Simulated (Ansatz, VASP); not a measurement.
# Two plane-wave programs on Ag

```
Ag
1.0
     2.86315    0.00000    0.00000
    -1.43158    2.47956    0.00000
     0.00000    0.00000    4.60650
Ag
2
Cartesian
  0.0000 1.6530 1.1516
  1.4316 0.8265 3.4549
```

Change from the starting cell: volume scaled by 0.9405, PAW files.

Alike in both runs: task electric field gradients; functional r2SCAN; k mesh 13 × 13 × 7; occupations fermi-dirac, width 0.03 eV; no spin polarisation.

|  | VASP | Ansatz |
| --- | --- | --- |
| version | VASP 6.6.1 | Ansatz 0.2.0 |
| potentials or method | VASP PAW PBE potentials, release 64 (Ag) | PAW with Ansatz's default frozen-core files, scalar-relativistic |
| plane-wave cutoff (eV) | 520 | 500 |
| valence electrons in the cell | 22 | 38 |

VASP gave:

* pressure (GPa): 7.1
* largest component of the traceless stress (GPa): 2.86
* Vzz of the field gradient on the site that differs most (V/Å²): -10.2

Question: What did Ansatz give for the same quantities?

Answer: Pressure (GPa): 6.8; largest component of the traceless stress (GPa): 2.84; Vzz of the field gradient on the site that differs most (V/Å²): -9.1.

With one functional, cell and mesh, what is left measures potentials, basis and numerics. The two sets of potentials don't hold the same shells in valence. Ansatz warned: «gradients_without_spin_orbit».

Caveats: the PAW data sets were made with another functional, which shifts forces and pressure a little (VASP).
